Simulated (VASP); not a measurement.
The system is MnS.

```xyz
4
Lattice="2.8914 2.8914 0.0000 -2.8914 2.8914 0.0000 0.0000 0.0000 5.7827" Properties=species:S:1:pos:R:3 pbc="T T T"
Mn    0.0000    0.0000    0.0000
Mn    0.0000    2.8914    2.8914
S     1.4457    1.4457    1.4457
S    -1.4457    1.4457    4.3370
```

The cell was built by a generator and needn't be a form met in nature.

Base run:

```yaml
Program: VASP 6.6.1
Functional: PBE
Potentials_or_basis: VASP PAW PBE potentials, release 64 (Mn_pv, S)
Cutoff: 520 eV
k_mesh: 6 × 6 × 4
Occupations: gaussian, width 0.1 eV
Spin: collinear spin, typed start
Starting_moments: "[5.0, 5.0, 0.0, 0.0] μB"
```

Its results: net moment 10.00 μB per cell; site moments Mn +4.41; S +0.09 μB.

The run is repeated on the same cell with these changes: further incar settings from ALGO = Fast; EDIFF = 1e-07 to ALGO = Fast; EDIFF = 1e-06; NBANDS = 31; moments at the start from [5.0, 5.0, 0.0, 0.0] to [5.0, -5.0, 0.0, 0.0]. What comes out?

Net moment 0.00 μB per cell; site moments Mn +4.24, -4.24; S +0.00 μB.
